Lead telluride, PbTe, has the rocksalt structure: every atom has six neighbours of the other kind, two along each cube edge. Take one cube edge as the axis and press the crystal flat along it, letting it widen sideways so that its volume stays the same. Or pull it long and let it narrow. The table follows both deformations in a density functional calculation that leaves out spin–orbit coupling.

Rocksalt PbTe in a two-atom cell (conventional a = 6.454 Å, not relaxed at this level), deformed tetragonally along [001] at fixed volume and fixed fractional coordinates. Ansatz 0.2.0, plane-wave PAW, PBEsol, scalar-relativistic, no spin polarisation; cutoff 420 eV, 8×8×8 k mesh, Gaussian smearing of 0.05 eV. Energy changes are differences in free energy.

```tsv
axial ratio (over its starting value)	energy change (meV/atom)	pressure (GPa)	gap on mesh (eV)
0.65	1894.7	23.02	0.000
0.707	1185.5	13.90	0.000
0.78	602.4	6.90	0.000
0.85	264.4	3.46	0.000
0.92	64.0	0.80	0.321
0.96	14.5	0.01	0.572
1	0.0	-0.23	0.657
1.05	18.5	0.09	0.547
1.1	66.6	0.95	0.303
1.2	218.1	3.66	0.099
1.3	406.4	7.10	0.000
1.414	648.9	10.61	0.000
1.5	842.1	13.37	0.000
```

The axial ratio x is the length along the axis divided by the length across it, relative to the undeformed crystal. The energy change is counted from that crystal, and the gap is the smallest one found on the mesh of sampled electron states. The pressure is the mean of the stresses in the three directions, positive when the cell pushes outward. Only the row at x = 1 is cubic; all other rows are tetragonal cells that must be held in shape by force.

Two rows make a fair pair. At x = 0.707 the crystal is flattened by the same factor by which it is elongated at x = 1.414. Yet flattening costs 1185.5 meV an atom and elongation only 648.9, which is a ratio of 1.83. Three explanations come to mind:

- **The lost gap.** Both deformations turn the semiconductor into a metal, and losing the gap may cost more on the flattened side.
- **Springs.** The bonds act as ideal springs, and the geometry of flattening strains them more.
- **Lopsided bonds.** A bond resists being shortened more than it resists being lengthened, and flattening shortens bonds more severely.

## (a) Does the loss of the gap explain the difference?

**Solution.** The idea is tempting because the gap is zero in both rows of the pair, and both energies are large. To test it, look at a milder deformation, where the gap is still open. The rows at 0.92 and 1.1 serve well: their gaps are 0.32 and 0.30 eV, so the electrons have come almost equally close to metallic behaviour.

These two rows aren't exact reciprocals, so their energies must be put on a common scale. The logarithm ln x has the same size and opposite sign for reciprocal ratios, and for a small deformation the energy grows as its square. Divided by (ln x)², the energy is about 9.2 eV an atom at 0.92 and 7.3 eV at 1.1. Flattening is already the dearer direction by a quarter, although neither crystal has lost its gap on this mesh. Band edges that lie between the mesh points could make the true gaps smaller, but the rows at 0.96 and 1.05, whose gaps are wider still, show the same order: 8.7 against 7.8 eV.

The asymmetry therefore starts before the gap closes, while up to the mild pair the gap shrinks almost evenly on both sides. Losing the gap may still add to the energy or take from it further out, but it isn't needed to make the two directions differ. The mild pair also avoids a weakness of the metallic rows, which were computed on a mesh chosen for an insulator and not tested for a metal.

The comparison holds within this calculation. The strain at which the gap closes shouldn't be carried over to a real crystal. Spin–orbit coupling, left out here, narrows the gap of PbTe strongly, while functionals of this kind tend to make gaps too small. The two errors work against each other, so the 0.66 eV of the undeformed crystal is no reliable guide to the measured gap.

## (b) Would ideal springs make flattening the dearer direction?

**Solution.** The bond lengths follow from geometry alone. At fixed volume, a length along the axis is multiplied by x^(2/3) and a length across it by x^(−1/3). The undeformed bond measures 3.227 Å. There are six bonds for each pair of atoms, so each atom accounts for one axial bond and two transverse ones.

For the flattened crystal, x = 0.707:

- the axial bond shrinks to 2.561 Å, a change of −0.666 Å;
- the transverse bonds grow to 3.622 Å, a change of +0.395 Å.

For the elongated crystal, x = 1.414:

- the axial bond grows to 4.065 Å, a change of +0.838 Å;
- the transverse bonds shrink to 2.875 Å, a change of −0.352 Å.

The energy of a spring goes as the square of its change in length. Since only the ratio of the two energies is wanted, the stiffness drops out:

flattened: 0.666² + 2 × 0.395² ≈ 0.756 Å²

elongated: 0.838² + 2 × 0.352² ≈ 0.950 Å²

Springs give a ratio of 0.80 where the calculation gives 1.83. They don't merely underrate the effect; they put the two deformations in the wrong order.

The sums show where the picture breaks. For springs, the largest single item is the axial bond of the elongated crystal, lengthened by more than 0.8 Å. A real bond stretched that far has lost much of its grip and no longer pulls back in proportion. If long stretches are cheaper than springs suggest, and short contacts dearer, the order can turn round. Whether this happens can be checked by asking where the work goes.

## (c) Which bonds take up the work?

**Solution.** The same calculations also give the stress along the axis, σₐ, and across it, σₜ, both positive when the crystal pushes outward. When x changes a little at fixed volume, the energy changes by

dE = −(2/3) V (σₐ − σₜ) d(ln x),

where V is the volume per atom. The factor 2/3 arises because the axis takes two thirds of the change in ln x, while each of the two transverse directions takes one third with the opposite sign. The formula splits the work between the axis and the directions across it. Adding it up from row to row, with the average stress of neighbouring rows, gives in meV an atom:

- flattening to 0.707: 1019 along the shortened axis, 164 along the lengthened directions;
- elongation to 1.414: 411 along the shortened directions, 236 along the lengthened axis.

This settles where the asymmetry lies. The shortened directions cost 1019 − 411 = 608 meV more in flattening, whereas the lengthened ones cost 236 − 164 = 72 meV less. Squeezing thus supplies the whole excess, and stretching offsets a small part of it. The starting cell was not relaxed with this functional, and its slight residual tension moves only about 11 meV between the two shares.

Geometry explains why the squeeze is so uneven. Flattening puts the shortening into one bond per atom and drives it in by 0.67 Å. Elongation spreads it over two bonds, each shortened by about half as much. Ideal springs would already charge about 1.8 times as much for the one deep squeeze as for the two shallow ones. The computed shares stand at about 2.5 to 1, as expected if resistance climbs steeply with shortening. The stretched side matters for the order too: springs make the long pull of the elongated crystal the dearest item of all, whereas here it costs only 236 meV, well below the squeeze that goes with it.

The cause of that steep climb is standard chemistry, argued here and not isolated by the numbers. Filled electron shells that are pushed into each other repel with a force that grows roughly exponentially. In the other direction, the attraction between neighbours fades as their orbitals cease to overlap. The bonding in PbTe comes largely from p orbitals, which point along the three perpendicular cube edges, so the bonds in each direction should respond mainly to their own length.

That last idea can be tested. Each direction holds the same number of bonds, so at equal bond length the axial stress of one cell should match the transverse stress of another. In the elongated crystal, the transverse bonds of 2.875 Å push with 18.0 GPa. Axial bonds of that length, read off between two flattened rows, push with 20.7 GPa, about 15% more. The near match supports the rule but doesn't single out p orbitals, since any force that acts along a bond and depends only on its length would pass the same test.

Lengthened bonds follow the rule only at first. At x = 0.85 the transverse bonds pull with 4.6 GPa, and axial bonds of the same length in elongated cells with 4.7. At 0.707 the two pulls are 3.4 and 6.3 GPa. A bond therefore notices what happens in the other directions, at least when one of them is badly squeezed. The rule is good enough for the push that dominates the energy, but not for the pull in a strongly flattened crystal.

A simple formula with this lopsided shape is the Morse curve, D(1 − e^(−s(d − d₀)))², where d is the bond length and d₀ its undeformed value. One such curve was used for all bonds, with D and s set by least squares on all 13 rows. It gives a ratio of 1.74 for the pair, close to the computed 1.83, although both rows were part of the fit. At x = 0.85 its energy is about a fifth too low, so it is a guide to the asymmetry and not a substitute for the calculation.

The region near that row behaves oddly in another way. Between 0.92 and 0.85 the axial stress rises by 70 GPa for each ångström of shortening, between 0.85 and 0.78 by only 57, and in the next interval by 114. The pause comes just after the gap has closed. The change to a metal may soften the crystal for a while, or the mesh may be too coarse there; without a run on a finer mesh, either is a guess.

For practical use, the mean pressure is a poor measure of how hard such a cell is being pressed. At x = 0.707 the table lists 13.9 GPa, but the crystal pushes with 48.5 GPa along the axis and pulls slightly inward across it. To guess which of two equal and opposite deformations of a similar crystal costs more, find the bonds that become shorter and ask how far each one is driven in. The deeper squeeze is likely to be the dearer one, even if the other deformation moves the atoms further.

One question stays open. In the elongated crystal the axial pull is strongest at x = 1.2, with 6.4 GPa, and has dropped to 4.2 GPa at 1.414. An atom midway between two neighbours that are both past their strongest pull could gain energy by moving towards one of them, giving a short and a long bond in place of two equal ones. Here the atoms were kept at their symmetric positions, where the forces on them vanish whether or not such a move would pay. The flattened crystal gives a weaker warning. Its pull across the axis also drops, from 4.6 GPa at x = 0.85 to 3.4 GPa at 0.707, but axial bonds of the same length still pull almost at their strongest, so the drop may come from the squeeze along the axis. Only calculations that start with the atoms slightly displaced can tell how much of either energy, and so of the difference between them, would remain.
